# From a computed gap to a real one: gallium oxide by hand

## The decision

Suppose you must choose a semiconductor for an ultraviolet detector that ignores daylight. A list of computed properties gives gallium oxide, Ga₂O₃, a band gap of about 2.4 eV. A crystal with that gap would absorb blue light, and you would strike it off the list. The measured gap is 5.04 eV, far into the ultraviolet, and the crystal deserves to stay.

The listed value is a correct result of a method with a known, large error. The practical task is to correct it on paper, well enough to decide whether a candidate deserves a sample or a costlier calculation.

Kohn-Sham DFT at the GGA level with VASP and Quantum ESPRESSO for Ga₂O₃ (space group C2/m), all in the same fixed 10-atom cell, without spin polarisation or spin-orbit coupling. The basis column gives the plane-wave cutoff. Occupations are smeared by 0.05 eV (Fermi-Dirac or Gaussian), and gaps are read on each run's k mesh. A mesh can miss the exact band edges, so a gap read this way may be slightly too large for its method.

| method | program | potentials | basis | k mesh | gap (eV) | computed less measured (eV) |
| --- | --- | --- | --- | --- | --- | --- |
| BLYP | VASP | VASP PAW PBE potentials, recommended | 520 eV | 9x9x5 10-atom cell | 2.525 | -2.515 |
| PBE | VASP | VASP PAW PBE potentials, recommended | 520 eV | 7x7x4 10-atom cell | 2.424 | -2.616 |
| PBE | VASP | VASP PAW PBE potentials, minimal | 500 eV | 9x9x5 10-atom cell | 2.456 | -2.584 |
| PBE | VASP | VASP PAW PBE potentials, materialsproject | 520 eV | 9x9x5 10-atom cell | 2.423 | -2.617 |
| PBEsol | Quantum ESPRESSO | GBRV 1.5 PBEsol | 612 eV | 9x9x5 10-atom cell | 2.368 | -2.672 |
| revPBE | VASP | VASP PAW PBE potentials, recommended | 520 eV | 9x9x5 10-atom cell | 2.503 | -2.537 |

The column "gap" is the energy between the highest filled and the lowest empty orbital. "Computed less measured" is that gap minus the measured one, so a negative value means that the calculation falls short. The methods are variants of the generalised gradient approximation (GGA), which builds the energy from the electron density and its slope at each point. The "minimal" and "materialsproject" PBE runs and the revPBE run used Gaussian smearing in their band step. The density is held fixed there, so the smearing does not alter the orbital energies.

## One large error, six small variations

The computed gaps reach only 47 to 50% of the measured one. On average they fall short by 2.6 eV, while the highest and lowest differ from each other by only 0.16 eV. Changing the functional within this family therefore moves the answer very little compared with the error that the family shares.

This pattern suggests how to build a rule. The correction should depend mainly on the crystal and hardly on which GGA was used. A single shift, added to any of the six gaps, should bring them close to the measurement.

## What the functional leaves out

A real gap is a difference between two charging energies: the cost of taking an electron out of the crystal, less the energy gained by putting one in. Orbital energies from a GGA describe this difference poorly. One extra electron spread over a large crystal changes the density at each point by almost nothing, so the GGA potential hardly changes either. The exact potential would jump by a constant as soon as the added electron had to enter the empty bands. This jump, called the derivative discontinuity, is absent from every method in the table.

The size of the lost energy can be estimated from electrostatics. Although its orbital extends through the crystal, an electron keeps other electrons away from its immediate surroundings, a region of atomic size. Call the radius of that region R and the elementary charge e. With no response from the surroundings, the energy at stake is of order e²/R.

The crystal does respond. Its other electrons shift towards a hole and away from an added electron, and this lowers the cost of both charges. In the simplest picture, a charged sphere in a medium of dielectric constant ε, each charge gains (1 − 1/ε)e²/(2R). The two together gain (1 − 1/ε)e²/R, and the rest is the correction:

e²/R − (1 − 1/ε)e²/R = e²/(εR)

A crystal whose electrons respond strongly thus needs a small correction, and one whose electrons respond weakly needs a large one. This is an argument about form and order of magnitude, since a real electron is not a charged sphere.

## The rule

The electronic response of a transparent crystal can be read from its refractive index n, because ε = n² at frequencies too high for the atoms to follow. The rule is then

measured gap ≈ GGA gap + 9 eV/n²

The 9 eV is a rough empirical constant, known from comparing computed with measured gaps of semiconductors and insulators. It corresponds to R of about 1.6 Å, which is indeed an atomic distance, but it should not be read as the radius of anything in particular.

Take n from visible light, well below the absorption edge. The dielectric constant quoted for capacitors is the wrong input, because it also contains the slow displacement of the ions. For gallium oxide that constant is roughly 10, and it would shrink the correction to about 0.9 eV.

## First worked row: BLYP

The refractive index of gallium oxide is roughly 1.9, a recalled value. The estimate takes three steps.

1. Square the index: 1.9² = 3.61.
2. Divide: 9 eV/3.61 = 2.49 eV.
3. Add the computed gap: 2.525 eV + 2.49 eV ≈ 5.02 eV.

The result lies 0.02 eV below the measured gap. Neither the index nor the 9 eV was adjusted to this row or to any other in the table. Even so, such a close hit says more about this row than about the rule, as the second row shows.

## Second worked row: PBEsol

The crystal is the same, so the shift is the same. Adding 2.49 eV to the PBEsol gap of 2.368 eV gives 4.86 eV, which is 0.18 eV below the measurement. This is the largest miss in the table. It is still small beside the original shortfall of 2.67 eV, and it leaves the detector decision unchanged.

The two worked rows are the highest and the lowest of the six. The difference between their estimates is exactly the difference between their computed gaps, because the rule adds the same amount to both. It removes most of the error that the methods share and passes on whatever separates them.

## How far to trust the answer

Over the six rows the typical miss, taken as the root of the mean squared miss, is 0.11 eV. Each estimate comes out somewhat low. The larger uncertainty, however, sits in the two numbers behind the shift, the refractive index and the constant. With n = 1.85 the shift becomes 2.63 eV, and with n = 1.95 it becomes 2.37 eV.

Replacing the rough 9 eV by 8 or 10 eV would move the shift by nearly 0.3 eV. Across its full range, either number moves the estimate by more than the whole spread of the computed gaps. A fair allowance for this crystal is therefore about 0.3 eV, or 6% of the measured gap, although the typical miss in the table is smaller. This is enough to tell an ultraviolet absorber from a visible one. It is too coarse to place an absorption edge to within a few nanometres.

## Why the rule cannot choose a functional

BLYP comes closest to the measurement, and it is tempting to conclude that BLYP is the better method for oxides. The table gives little support for that. With the same potentials, its gap is only 0.10 eV above that of PBE, while both miss the measurement by about 2.5 eV or more. An advantage of this size does not repair the absent jump.

The fixed cell weakens the case further. The runs used one common cell, and in that cell BLYP finds a pressure of about 17 GPa, against about 3 GPa for PBEsol. Left free, the BLYP crystal would expand more, and expansion normally lowers a gap of this kind. The order of the methods could therefore change if each were allowed its own cell.

The potentials matter too. The BLYP and revPBE runs used potentials generated for PBE, which adds a small error of its own to their gaps. The PBEsol row differs from the others in both program and potentials. Its lower gap cannot be credited to the functional alone. The meshes and cutoffs are usual working values, not converged limits, so part of any small difference between rows may be numerical. For a decision about the material, any of the six values is an acceptable starting point, and the effort is better spent on finding a good refractive index.

## Running the rule backwards

The same sum predicts what a GGA calculation will print before anyone runs it. Start from the measured gap and subtract the shift: 5.04 eV − 2.49 eV = 2.55 eV. The six computed values lie between 2.37 and 2.53 eV, slightly below this estimate.

This direction is useful for checking a database entry. For gallium oxide in the cell used here, a GGA gap near 2.5 eV is what the method should give. Many databases, however, first let the GGA relax the crystal. PBE finds a pressure of about 10 GPa in this cell, so the crystal would expand and its gap would probably be lower. Adding the shift to such an entry is then likely to give too low an estimate. An entry near 5 eV would most likely come from a higher level of theory or from a correction already applied, and adding the shift again would count it twice.

## Where the range ends

The rule suits crystals like this one, with filled shells and a clear gap already present in the GGA result. If a GGA wrongly makes an insulator metallic, as can happen in oxides with partly filled d shells, the starting value has lost its meaning. The electrons there are held on single atoms, and a shift based on the average response of the crystal does not describe them.

The target of the rule is a measured gap, which includes the motion of the atoms. The calculations hold the atoms still. Atomic motion usually lowers a gap, so the purely electronic shortfall is probably larger than the 2.6 eV seen here. When you compare with a more accurate calculation for a motionless crystal, expect its correct answer to lie somewhat above 5.04 eV.

## Shift or doubling?

A simpler recipe is available for this crystal: double the GGA gap. It turns the BLYP value into 5.05 eV, almost exactly right, and the PBEsol value into 4.74 eV, which is 0.30 eV too low. Its typical miss over the six rows is 0.18 eV. The shift does better with n = 1.9, but with n = 1.95 it does worse, so these data cannot settle the choice.

The two recipes differ in what they claim about the physics. Doubling says that the correction grows with the gap itself. The shift says that it follows the electronic response, so that of two crystals with equal GGA gaps, the one with the higher refractive index has the smaller real gap. Screening gives a reason to prefer the shift, but a table with one material cannot test that dependence. A direct test needs two crystals with equal computed gaps and different indices. Doubling predicts the same measured gap for both, while the shift predicts a smaller one for the crystal with the higher index.
